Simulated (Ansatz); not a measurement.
# I: the crystal squeezed far

An exercise on one series of results from a longer session: the logs are not shown, and one member is left open.

Method: DFT PBE, with the methods named in each step, in Ansatz 0.2.0.

## The structure to begin with

Symmetry: P6/mmm, No. 191, hexagonal system. Conventional cell: a = 3.515 Å, b = 3.515 Å, c = 3.304 Å, α = 90.00°, β = 90.00°, γ = 120.00°. I (site symmetry 6/mmm) has 8 I at 3.30 to 3.52 Å as nearest neighbours.

As a file:

```
CELL_PARAMETERS angstrom
3.51521 0.00000 0.00000
-1.75760 3.04426 0.00000
0.00000 0.00000 3.30430
ATOMIC_POSITIONS crystal
I 0.00000 0.00000 0.00000
```

Whether this phase is the stable one at these pressures isn't tested.

The first run:

Input file input.yaml:

```yaml
crystal:
  lattice:
    - [3.515209854, 0.0, 0.0]
    - [-1.757604927, 3.0442610332, 0.0]
    - [0.0, 0.0, 3.3042972628]
  atoms:
    - { symbol: I, position: [0.0, 0.0, 0.0] }
kpoints:
  mp_grid: { grid: [12, 12, 12] }
scf:
  occupations: { method: fermi_dirac, width: 0.08 }
hamiltonian:
  xc: pbe
  pseudopotentials: { kind: paw }
output:
  forces: true
  stress: true
  write_density: true
  write_potential: true
  elf: true
  volumetric_format: npy
relax:
  f_tol: 0.005
  max_steps: 40
  cell: {}
```

Run with:

```console
$ ansatz run input.yaml --threads 1 --pin off --max-ram 2048MiB --backend cpu --events-out ev --progress --plain --runs-dir out
```

Among the steps run: Cell relaxed at zero pressure, PAW; Volume scaled by 1, PAW; Shape and atoms relaxed at 0.95 of the volume, PAW; Volume scaled by 0.95, PAW; Shape and atoms relaxed at 0.85 of the volume, PAW; Volume scaled by 0.85, PAW; Shape and atoms relaxed at 0.75 of the volume, PAW; Volume scaled by 0.75, PAW; Shape and atoms relaxed at 0.65 of the volume, PAW; Volume scaled by 0.65, PAW; Shape and atoms relaxed at 0.55 of the volume, PAW; More of the same log: shape and atoms relaxed at 0.55 of the volume; Volume scaled by 0.55, PAW; Shape and atoms relaxed at 0.45 of the volume, PAW; Volume scaled by 0.45, PAW; Shape and atoms relaxed at 0.4 of the volume, PAW; More of the same log: shape and atoms relaxed at 0.4 of the volume; Volume scaled by 0.4, PAW; Volume scaled by 0.4, PAW (source ansatz).

One table of the session follows, with a row left open; its other results are not shown here.

| method | volume over the first | volume (Å³/atom) | pressure (GPa) |
| --- | --- | --- | --- |
| PAW | 1 | 52.467 | 0.00 |
| PAW | 0.95 | 49.843 | 0.17 |
| PAW | 0.85 | 44.597 | 0.97 |
| PAW | 0.75 | 39.350 | 2.76 |
| PAW | 0.65 | ? | ? |
| PAW | 0.55 | 28.857 | 16.53 |
| PAW | 0.45 | 23.610 | 42.45 |
| PAW | 0.4 | 20.987 | 67.58 |
| PAW (source ansatz) | 0.4 | 20.987 | 67.64 |

Estimate the missing values for PAW, 0.65.

As computed: volume (Å³/atom): 34.103; pressure (GPa): 6.43. In the column «volume (Å³/atom)» it lies between PAW, 0.55 (28.857) and PAW, 0.75 (39.350).
